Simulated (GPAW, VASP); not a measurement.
Given: the input of a run of GPAW 26.7.0 (ASE script) on ZrB2. 

run.py

```python
from ase.dft.bandgap import bandgap
from ase.io import read, write
from ase.units import GPa
from gpaw import GPAW, PW, setup_paths

setup_paths.insert(0, '.')

atoms = read('ZrB2.xyz')

calc = GPAW(mode=PW(800),
            xc='PBEsol',
            kpts={'size': (10, 10, 8), 'gamma': True},
            occupations={'name': 'methfessel-paxton', 'order': 0, 'width': 0.02},
            nbands=20,
            convergence={'density': 1e-05, 'energy': 1e-05},
            maxiter=150,
            txt='gpaw.txt')
atoms.calc = calc
energy = atoms.get_potential_energy()
forces = atoms.get_forces()
stress = atoms.get_stress()
calc.write('gs.gpw')
write('result.traj', atoms)
print(f'Energy: {energy:.6f} eV')
print('Forces (eV/A):')
print(forces.round(4))
print('Stress (GPa):', (stress / GPa).round(3))
print('Fermi level:', round(calc.get_fermi_level(), 4), 'eV')
print(f'Gap: {bandgap(calc)[0]:.4f} eV, direct: {bandgap(calc, direct=True)[0]:.4f} eV')
```

ZrB2.xyz

```xyz
3
Lattice="3.1700000000 0.0000000000 0.0000000000 -1.5850000000 2.7453005300 0.0000000000 0.0000000000 0.0000000000 3.5330000000" Properties=species:S:1:pos:R:3 pbc="T T T"
Zr     0.0000000000      0.0000000000      0.0000000000
B      1.5850000002      0.9151001766      1.7665000000
B     -0.0000000002      1.8302003534      1.7665000000
```

Potentials or basis: PAW data sets generated in the run's folder for this functional, pw.

Launch:

```sh
$ gpaw-setup -f PBEsol B Zr
$ OMP_NUM_THREADS=1 python run.py
```

Q: What does the same run look like in VASP 6.6.1? Potentials or basis there: PBE PAW files B, Zr_sv, 520 eV.

A: As run (cutoffs and basis follow the program's own potentials, and thresholds, step limits or extra output files can differ):

File INCAR:

```
PREC = Accurate
ENCUT = 520
EDIFF = 1E-6
ISMEAR = 0
SIGMA = 0.02
LREAL = False
LASPH = True
NELM = 100
ALGO = Fast
ISIF = 2
LWAVE = False
LCHARG = False
GGA = PS
```

Contents of KPOINTS:

```
regular mesh
0
Gamma
  10 10 8
```

File POSCAR:

```
ZrB2
3.17
    1.000000000000      0.000000000000      0.000000000000
   -0.500000000000      0.866025403785      0.000000000000
    0.000000000000      0.000000000000      1.114511041009
Zr B
1 2
Direct
    0.0000000000      0.0000000000      0.0000000000
    0.6666666667      0.3333333333      0.5000000000
    0.3333333333      0.6666666667      0.5000000000
```

Potentials or basis: VASP PAW PBE potentials, release 64 (Zr_sv, B).

Run with:

```bash
$ cat potpaw_PBE.64/Zr_sv/POTCAR potpaw_PBE.64/B/POTCAR > POTCAR
$ mpirun -np 1 vasp_std > vasp.out
```

Both were run:

|  | GPAW | VASP |
| --- | --- | --- |
| Pressure | -4.8 GPa | -3.8 GPa |

VASP's potentials were made for PBE.

The two runs disagree by more than potentials and bases usually give (in gap, levels, pressure or energy); the cause wasn't traced.

Pressure is positive in compression.
